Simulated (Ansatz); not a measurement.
## Optical constants of GaSb

The calculation used DFT PBE, scalar-relativistic, plane waves, PAW (Ansatz 0.2.0). Cutoff 420 eV, 12×12×12 k-points (Γ-centred), Fermi-Dirac smearing of 0.15 eV. No spin polarisation.

The cell, relaxed at this level:
```yaml
crystal:
  lattice:
    - [0.00000, 3.10781, 3.10781]
    - [3.10781, 0.00000, 3.10781]
    - [3.10781, 3.10781, 0.00000]
  atoms:
    - { symbol: Ga, position: [0.00000, 0.00000, 0.00000] }
    - { symbol: Sb, position: [0.75000, 0.75000, 0.75000] }
```

In a metal these results depend on the k mesh and the smearing. Spin–orbit coupling is left out, which matters for heavy elements.

Independent-particle response (no local fields, no excitons) on a 20×20×20 mesh, broadened by 0.1 eV; the Drude term is undamped and its weight carries the smearing above, which sets much of it in a semimetal. The run couldn't bound its error over part or most of this range, so small peaks and near ties are unsure. Light polarised along x. ε₁ lacks the small share of bands above those solved.

Question: Tabulate ε₁ and ε₂ against photon energy.

Answer:
| E (eV) | ε₁ | ε₂ |
| --- | --- | --- |
| 0.2 | -7.53 | 1.99 |
| 0.6 | 18.18 | 3.06 |
| 1.0 | 22.49 | 4.87 |
| 1.4 | 26.09 | 20.09 |
| 1.8 | 10.83 | 17.78 |
| 2.2 | 9.25 | 13.63 |
| 2.6 | 11.22 | 12.46 |
| 3.0 | 12.71 | 18.63 |
| 3.4 | 8.42 | 30.27 |
| 3.8 | -9.22 | 15.90 |
| 4.2 | -5.65 | 11.76 |
| 4.6 | -4.20 | 9.50 |
| 5.0 | -7.50 | 8.54 |
| 5.4 | -6.22 | 5.58 |
| 5.8 | -5.25 | 4.18 |
| 6.2 | -4.40 | 3.16 |
| 6.6 | -3.60 | 2.51 |
| 7.0 | -2.88 | 2.08 |
| 7.4 | -2.43 | 2.36 |
| 7.8 | -2.42 | 2.05 |
| 8.2 | -2.29 | 1.53 |
| 8.6 | -1.97 | 1.28 |
| 9.0 | -1.60 | 1.10 |
| 9.4 | -1.63 | 0.98 |
| 9.8 | -1.32 | 0.71 |
| 10.2 | -1.06 | 0.64 |
| 10.6 | -0.88 | 0.58 |
| 11.0 | -0.72 | 0.59 |
| 11.4 | -0.68 | 0.55 |
| 11.8 | -0.59 | 0.47 |

Question: Where is the highest local maximum of ε₂ between 0.3 and 12 eV?

Answer: At 3.5 eV, where ε₂ = 34.0.

Cost: 1 run of about 1.9 core-minutes, on Intel Xeon 6975P-C (Granite Rapids) (shared hosts).